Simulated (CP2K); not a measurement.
Crystal: Ta.

```
Ta
1.0
     2.86010    0.00000    0.00000
    -0.95337    2.69653    0.00000
    -0.95337   -1.34826    2.33526
Ta
1
Direct
  0.00000 0.00000 0.00000
```

Base run:

```yaml
Program: CP2K 2026.2
Functional: PBE
Dispersion: D4
Potentials_or_basis: POTENTIAL_UZH Ta GTH-PBE-q13; TZVP-MOLOPT-PBE-GTH basis
Density_cutoff: 6123 eV
k_mesh: 11 × 11 × 11
Occupations: fermi-dirac, width 0.05 eV
Spin: no spin polarisation
```

Its results: band gap on the k mesh none (metal or under the smearing width); pressure -1.3 GPa.

Task: After a change of settings the same cell gave: band gap on the k mesh none (metal or under the smearing width); pressure 0.1 GPa. Which change was it?
A. dispersion from D4 to rVV10
B. dispersion from D4 to D3(BJ)+ATM
C. dispersion from D4 to D3
D. dispersion from D4 to none

Result: A.

Caveats: the basis of atomic orbitals isn't converged, which shifts pressures, moduli and gaps; pairwise dispersion overbinds metals, which lowers pressure and volume.

Not every run made on this cell is shown here.
